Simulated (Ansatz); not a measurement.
PbSe: what symmetry allows forces and stress to be

```
CELL_PARAMETERS angstrom
2.03045 -5.95306 0.00000
2.03045 5.95306 0.00000
0.00000 0.00000 4.65695
ATOMIC_POSITIONS crystal
Pb 0.62854 0.37146 0.74983
Pb 0.37146 0.62854 0.24983
Se 0.85517 0.14483 0.75017
Se 0.14483 0.85517 0.25017
```

Method: DFT PBE, scalar-relativistic, plane waves, PAW in Ansatz 0.2.0.

Cutoff 420 eV; k points 8×8×6 on the computed 4-atom cell (Γ-centred); Gaussian smearing, width 0.02 eV; no spin polarisation.

This distorted cell has space group Cmc2_1, with 4 operations.

Without a calculation: in which directions can each atom feel a force?

A force must be left unchanged by every operation that keeps its atom in place, so it lies in the space that those operations leave fixed. Atoms that the group maps onto each other feel forces of one size.
```tsv
atom	site symmetry	operations at the site	equivalent to atom	allowed force (Cartesian)
Pb1	m..	2	1	in the plane normal to (1.00, 0.00, 0.00)
Pb2	m..	2	1	in the plane normal to (1.00, 0.00, 0.00)
Se3	m..	2	3	in the plane normal to (1.00, 0.00, 0.00)
Se4	m..	2	3	in the plane normal to (1.00, 0.00, 0.00)
```

That leaves 4 independent force components of 12, tied by 1 condition that the forces sum to zero, so 3 remain. A relaxation in this cell that keeps the symmetry moves the atoms in these directions alone.

And the stress tensor?

It must be invariant under the point group, which leaves 3 independent components: yz, xz, xy vanish.

Do the computed values obey this?

Yes. Forces (eV/Å):
```
Pb1  0.000  0.635 -0.001
Pb2  0.000 -0.635 -0.001
Se3  0.000 -0.812  0.001
Se4  0.000  0.812  0.001
```

Stress (GPa, compression positive, xx yy zz yz xz xy): 4.06 6.40 0.48 0.00 0.00 0.00. The program imposes the same operations on density, forces and stress, so this confirms the analysis and is no independent test of the calculation.

Spin–orbit coupling is left out, which can shift energies with elements as heavy as these.

This form isn't the usual stable structure of the compound.